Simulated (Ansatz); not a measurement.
**MgO: energy against volume in PBE, exact exchange and the RPA**

One table from this session's results is given with a row withheld; the runs are named, their logs left out.

The COD entry's cell or inner coordinates are ideal or old and differ from later refinements, so a difference from it is no clean test against experiment.

The runs shown are made with Ansatz 0.2.0. PBE orbitals, norm-conserving pseudopotentials, plane waves. The values are computed, spin-unpolarised, and not measurements.

### The system as given

The cell was relaxed beforehand with r2SCAN; volume changes: +0 %, -5 %, +5 %, -10 %, +10 %.

It is cubic, Fm-3m (No. 225); conventional cell a = 4.204 Å, 9.29 Å³ an atom. Mg has 6 O at 2.10 Å; O has 6 Mg at 2.10 Å.

Structure file:

```cif
data_structure
_symmetry_space_group_name_H-M 'Fm-3m'
_symmetry_Int_Tables_number 225
_cell_length_a 4.2043
_cell_length_b 4.2043
_cell_length_c 4.2043
_cell_angle_alpha 90.000
_cell_angle_beta 90.000
_cell_angle_gamma 90.000
_cell_volume 74.32
loop_
_atom_site_label
_atom_site_type_symbol
_atom_site_symmetry_multiplicity
_atom_site_Wyckoff_symbol
_atom_site_fract_x
_atom_site_fract_y
_atom_site_fract_z
_atom_site_occupancy
Mg1 Mg 4 a 0.00000 0.00000 0.00000 1
O1 O 4 b 0.50000 0.00000 0.00000 1
```

Set-up of the first run:

File input.yaml:

```yaml
crystal:
  lattice:
    - [0.0, 2.1021680262, 2.1021680262]
    - [2.1021680262, 0.0, 2.1021680262]
    - [2.1021680262, 2.1021680262, 0.0]
  atoms:
    - { symbol: Mg, position: [0.0, 0.0, 0.0] }
    - { symbol: O, position: [0.5, 0.5, 0.5] }
kpoints:
  mp_grid: { grid: [6, 6, 6] }
hamiltonian:
  xc: pbe
  pseudopotentials: { kind: nc }
scf:
  occupations: { method: fixed }
output:
  rpa_energy:
    ecut_chi_ladder: [317, 355, 394, 437, 480]
    long_wavelength: optical_limit
basis:
  ecutwfc: 1240.0
```

Among the steps run: The unscaled cell; Volume -5 %; Volume +5 %; Volume -10 %; Volume +10 %.

One table of the session follows, with a row left open; its other results are not shown here.

It belongs to the step «The three curves». Energies in meV/atom from the unscaled cell:

| volume (Å³/atom) | PBE | exact exchange | EXX+RPA | RPA correlation |
| --- | --- | --- | --- | --- |
| 8.361 | 92.9 | 43.2 | 67.3 | 24.1 |
| 8.825 | ? | ? | ? | ? |
| 9.290 | 0.0 | 0.0 | 0.0 | 0.0 |
| 9.754 | -5.2 | 20.9 | 9.0 | -11.9 |
| 10.219 | 9.2 | 61.8 | 35.6 | -26.2 |

Estimate the missing values for volume (Å³/atom) = 8.825.

Worked estimate for «PBE». A straight line through the neighbours (8.361, 92.9) and (9.290, 0.0) gives 92.9 + (0.0 − 92.9) × (8.825 − 8.361) / (9.290 − 8.361) = 46.5; a parabola fitted to 3 rows on both sides gives 32.7.

The run gave: PBE: 30.3; exact exchange: 5.0; EXX+RPA: 16.3; RPA correlation: 11.3. In «PBE» the line misses by +16.2 and the parabola by +2.4.

To keep in mind: The curve is too rough to resolve B₀ and B₀′ of EXX+RPA; its minimum, near 9.3 Å³/atom, is a rough guide.
